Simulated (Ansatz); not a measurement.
Runs of Ansatz 0.2.0 on SiNi. Symmetry: Pnma, No. 62, orthorhombic system. Conventional cell: a = 5.173 Å, b = 3.338 Å, c = 5.605 Å, α = 90.00°, β = 90.00°, γ = 90.00°. Ni (site symmetry m) is surrounded by 6 Si at 2.28 to 2.40 Å. Si (site symmetry m) has 6 Ni at 2.28 to 2.40 Å as nearest neighbours. 

| task | level | cell | k mesh | cutoff (eV) | basis error allowed | pressure (GPa) | moment (μB) | relaxed volume (Å³/atom) | largest force (eV/Å) |
| --- | --- | --- | --- | --- | --- | --- | --- | --- | --- |
| single point | PBE | as given | 5 × 8 × 5 | 314 | 0.001 eV/atom | 1.7 | 0.00 | - | 0.05 |
| relaxation of cell and atoms | PBE | relaxed | 4 × 6 × 4 | - | 0.002 eV/atom | 0.0 | 0.00 | 12.22 | - |
| projected density of states | PBE | as given | 5 × 8 × 5 | 288 | 0.002 eV/atom | 1.7 | 0.00 | - | 0.05 |
| relaxation of cell and atoms | LDA | relaxed | 4 × 6 × 4 | - | 0.002 eV/atom | 0.0 | 0.00 | (a) | 0.01 |
| relaxation of cell and atoms | PBEsol | relaxed | 4 × 6 × 4 | - | 0.002 eV/atom | 0.0 | 0.00 | 11.81 | - |

Alike in all rows: potentials or basis all-electron LAPW, scalar-relativistic; spin collinear, ferromagnetic start; smearing fermi-dirac 0.05 eV.

Q: Estimate the missing entries.

A: (a) 11.52.

Caveats: the k mesh is thin for a metal, which can move the energy by tens of meV per atom (some runs).

Not every run made on this cell is shown here.
